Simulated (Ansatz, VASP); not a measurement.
## SnO2: VASP beside Ansatz

The input INCAR:

```
SYSTEM = SnO2
PREC = Accurate
ENCUT = 520
EDIFF = 1E-7
ISMEAR = 0
SIGMA = 0.05
LREAL = .FALSE.
LASPH = .TRUE.
NELM = 100
ALGO = Fast
ISIF = 2
LWAVE = .FALSE.
LCHARG = .FALSE.
GGA = PE
IVDW = 12
NBANDS = 35
```

The input KPOINTS:

```
regular mesh
0
G
  12 12 4
  0 0 0
```

POSCAR

```
SnO2
1.0
    3.2077573811      0.0000000000      0.0000000000
   -1.6038786905      2.7779993812      0.0000000000
    0.0000000000      0.0000000000      9.5267186462
Sn O
2 4
Direct
    0.0000000000      0.0000000000      0.5000000000
    0.0000000000      0.0000000000      0.0000000000
    0.6666666667      0.3333333333      0.4017901367
    0.6666666667      0.3333333333      0.0982098633
    0.3333333333      0.6666666667      0.5982098633
    0.3333333333      0.6666666667      0.9017901367
```

Input for Ansatz:

```yaml
crystal:
  lattice:
    - [3.2077573811, 0.0, 0.0]
    - [-1.6038786905, 2.7779993812, 0.0]
    - [0.0, 0.0, 9.5267186462]
  atoms:
    - { symbol: Sn, position: [0.0, 0.0, 0.5] }
    - { symbol: Sn, position: [0.0, 0.0, 0.0] }
    - { symbol: O, position: [0.6666666667, 0.3333333333, 0.4017901367] }
    - { symbol: O, position: [0.6666666667, 0.3333333333, 0.0982098633] }
    - { symbol: O, position: [0.3333333333, 0.6666666667, 0.5982098633] }
    - { symbol: O, position: [0.3333333333, 0.6666666667, 0.9017901367] }
basis:
  ecutwfc: 520.0
kpoints:
  mp_grid: { grid: [12, 12, 4] }
hamiltonian:
  xc: pbe
  dispersion: d3bj
scf:
  occupations: { method: gaussian, width: 0.05 }
output:
  forces: true
  stress: true
  eigenvalues: true
```

Alike in both runs: task single point; functional PBE; dispersion D3(BJ); k mesh 12 × 12 × 4; occupations gaussian, width 0.05 eV; no spin polarisation.

```csv
,VASP,Ansatz
version,VASP 6.6.1,Ansatz 0.2.0
potentials or method,"VASP PAW PBE potentials, release 64 (Sn_d, O)","scalar-relativistic, plane waves, PAW"
plane-wave cutoff (eV),520,520
valence electrons in the cell,52,52
```

```csv
,VASP,Ansatz,Ansatz less VASP
gap on the k mesh at the Fermi level (eV),1.91,1.93,+0.023
least direct gap on the mesh (eV),2.43,2.44,+0.015
pressure (GPa),8.8,8.1,-0.68
largest component of the traceless stress (GPa),1.38,1.86,+0.478
rms of the force components (eV/Å),0.515,0.489,-0.0266
```

Atom by atom the forces differ by 0.027 eV/Å (rms over components). With one functional, cell and mesh, what is left measures potentials, basis and numerics.

Caveats: spin-orbit coupling is left out, which moves the levels of the heavy elements; forces of over 1 eV/Å show positions far from the minimum, so gaps and moduli don't describe the material at rest. A k mesh can miss the band edges.
